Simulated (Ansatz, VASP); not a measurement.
## Y: VASP beside Ansatz

File INCAR:

```
PREC = Accurate
ENCUT = 520
EDIFF = 1E-6
ISMEAR = -1
SIGMA = 0.05
LREAL = False
LASPH = True
NELM = 150
ALGO = Fast
ISIF = 2
LWAVE = False
LCHARG = True
ISPIN = 2
MAGMOM = 1
LORBIT = 11
LMAXMIX = 4
GGA = PE
LELF = True
LVHAR = True
NBANDS = 16
```

Contents of KPOINTS:

```
Automatic mesh
0
Gamma
  18 18 18
```

File POSCAR:

```
Y
1.0
    0.0000000000      2.5313368958      2.5313368958
    2.5313368958      0.0000000000      2.5313368958
    2.5313368958      2.5313368958      0.0000000000
Y
1
Direct
    0.0000000000      0.0000000000      0.0000000000
```

Input for Ansatz:

```yaml
crystal:
  lattice:
    - [0.0, 2.531336896, 2.531336896]
    - [2.531336896, 0.0, 2.531336896]
    - [2.531336896, 2.531336896, 0.0]
  atoms:
    - { symbol: "Y", position: [0.0, 0.0, 0.0], spin: 1.0 }
hamiltonian:
  xc: pbe
  pseudopotentials:
    kind: paw
    azcp:
      "Y": "pseudopotentials/Y.paw.azcp"
basis:
  ecutwfc: 420
  fft_grid_basis: typed
kpoints:
  mp_grid: { grid: [18, 18, 18], shift: [0, 0, 0] }
magnetization:
  spin_polarized: true
scf:
  occupations: { method: fermi_dirac, width: 0.05 }
```

This isn't the form of Y at room conditions, which is hcp.

Alike in both runs: task single point; functional PBE; k mesh 18 × 18 × 18; occupations fermi-dirac, width 0.05 eV; collinear spin.

```csv
,VASP,Ansatz
version,VASP 6.6.1,Ansatz 0.2.0
potentials or method,"VASP PAW PBE potentials, release 64 (Y_sv)","plane waves (420 eV) with PAW, scalar-relativistic"
plane-wave cutoff (eV),520,420
valence electrons in the cell,11,11
```

```csv
,VASP,Ansatz,Ansatz less VASP
net moment per atom (μB),0.00,0.00,0.000
```

Ansatz warned: «seeded_moment_not_kept».
